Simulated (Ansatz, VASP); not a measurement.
## Mg in VASP and in Ansatz

```xyz
3
Lattice="0.0000 3.4835 3.4835 3.4835 0.0000 3.4835 3.4835 3.4835 0.0000" Properties=species:S:1:pos:R:3 pbc="T T T"
Mg    0.0000    0.0000    0.0000
Mg    1.7417    1.7417    1.7417
Mg    5.2252    5.2252    5.2252
```

The cell was built by a generator and needn't be a form met in nature.

Alike in both runs: task relaxation of cell and atoms; functional revPBE; k mesh 7 × 7 × 7; occupations fermi-dirac, width 0.05 eV; no spin polarisation.

|  | VASP | Ansatz |
| --- | --- | --- |
| version | VASP 6.6.1 | Ansatz 0.2.0 |
| potentials or method | VASP PAW PBE potentials, release 64 (Mg) | Ansatz PAW |
| plane-wave cutoff (eV) | 600 | 420 |
| valence electrons in the cell | 6 | 30 |

Ansatz gave:

- gap on the k mesh at the Fermi level, each at its own relaxed structure (eV): none
- relaxed volume (Å³/atom): 28.92
- relaxed cell length with the largest relative difference (Å): 4.969
- energy change over the relaxation (meV/atom): -2

Which values does VASP return?

gap on the k mesh at the Fermi level, each at its own relaxed structure (eV): none; relaxed volume (Å³/atom): 28.82; relaxed cell length with the largest relative difference (Å): 4.963; energy change over the relaxation (meV/atom): -1.

A gap of «none» marks a metal or a gap that the smearing closes. The two sets of potentials don't hold the same shells in valence.

Caveats: the PAW data sets were made with another functional, which shifts forces and pressure a little (VASP); the plane-wave basis is chosen anew once the cell has moved, so the energies of steps on either side of that aren't comparable (Ansatz); the PAW data sets come from PBE, with cores solved anew for the run's functional, which leaves a small shift of forces and pressure (Ansatz).
